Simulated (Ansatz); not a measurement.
**TiAl: can entropy hold this alloy together?**

Computed with DFT r2SCAN, scalar-relativistic, plane waves, PAW in Ansatz 0.2.0.

Settings: cutoff 500 eV, Γ-centred mesh 7×7×4 on the computed 16-atom cell, Gaussian smearing of 0.10 eV; no spin polarisation.

Cells of 16 atoms on a hcp lattice, 8 Ti, 8 Al, each occupation relaxed without symmetry on a coarser mesh and computed once more. α is the first-shell Warren–Cowley parameter of unlike pairs (negative: unlike neighbours in excess, 0: random). ΔH counts from the elements in their standard crystals.

```
cell      α  ΔH (meV/atom) V (Å³/atom) rms shift from sites (Å)
   1   0.00           -314        16.23                      0.05
   2  -0.25           -376        16.10                      0.06
   3   0.21           -241        16.40                      0.05
```

Question: Weigh the mixing energy against the ideal entropy.

Answer: Ideal mixing gives S = −k_B Σ x ln x = 0.693 k_B per atom (5.8 J/(mol K)), worth 60 meV/atom at 1000 K. The cell nearest to random, 1, has ΔH = -314 meV/atom. It is already below the pure elements, so the rivals are ordered compounds, not the elements: strong attraction usually means ordering on cooling. ΔH includes the cost of putting the elements on this lattice where they prefer another, and what the coarser relaxation leaves, which can only raise it; vibrational entropy is left out.

Question: Does the alloy prefer like or unlike neighbours?

Answer: Across α from -0.25 to 0.21 the energy spans 135 meV/atom, a slope of 293 meV/atom per unit of α. Lower α is lower in energy: unlike neighbours are favoured, a tendency to order, which fits the negative ΔH. With 3 cells this is a hint: farther shells and local relaxation also differ between them.

The final mesh leaves forces up to 0.10 eV/Å and stresses up to 0.4 GPa.

Cost: 6 runs of about 44 core-minutes in all (earlier runs that led there not counted), on Intel Xeon Platinum 8259CL (Skylake/Cascade Lake) (shared hosts).